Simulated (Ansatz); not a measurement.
# C: the change of energy above lowest point with volume scale

Free energy against uniform scaling of the volume at fixed shape and fractions; periodic cell, basis, potentials, k mesh and filling as listed. The results are calculated, by Ansatz 0.2.0.

The cell before it is scaled or strained (space group Fd-3m, No. 227):
```
CELL_PARAMETERS angstrom
0.00000 1.78340 1.78340
1.78340 0.00000 1.78340
1.78340 1.78340 0.00000
ATOMIC_POSITIONS crystal
C 0.00000 0.00000 0.00000
C 0.25000 0.25000 0.25000
```

Settings of every row: functional PBEsol; dispersion none; potentials all-electron LAPW; k mesh 9x9x9; k shift 0x0x0; occupations fixed; smearing width 0 eV; spin none.

| row | volume scale | V (Å³/atom) | energy above lowest point (meV/atom) |
| --- | --- | --- | --- |
| 1 | 0.94 | 5.332 | 20.4 |
| 2 | 0.96 | 5.445 | 6.5 |
| 3 | 0.98 | 5.559 | 0 |
| 4 | 1 | 5.672 | 0.2 |
| 5 | 1.02 | 5.786 | 6.6 |
| 6 | 1.04 | 5.899 | 18.5 |
| 7 | 1.06 | 6.012 | ? |

Question: what energy above lowest point should row 7 give?

Worked fit of energy above lowest point. Take u = (V_r/V)^(2/3) − 1 with V_r = 5.6155 Å³ an atom, which is twice the finite (Eulerian) strain; such expansions in the strain, on which the Birch-Murnaghan equation of state is built, carry the rest volume and the bulk modulus. The shown rows have u = 0.03514, 0.02077, 0.00676, -0.00665, -0.01974, -0.0323. Least squares give energy above lowest point = −0.7 − 21.6 × u + 17714 × u² meV/atom; a straight line predicts inner rows, each left out in turn, worse (root mean square 7.7 against 0.042 meV/atom). All shown rows lie on it to the printed digit. Its lowest point lies at u = 0.0006, or V = 5.61 Å³ an atom, and the curvature there gives the bulk modulus at fixed shape and fractions, B = (4/9)(1 + u)² E″(u)/V = 450 GPa. The withheld row has u = -0.04447, so the fit gives −0.7 − 21.6 × (-0.04447) + 17714 × (-0.04447)² = 35.3 meV/atom.

The calculation gave 35.5 meV/atom. The fit lies 0.2 meV/atom (0.56 % of the column's range) below it; its largest miss of a shown row is 0.0 meV/atom. This row lies beyond the range of the fit.
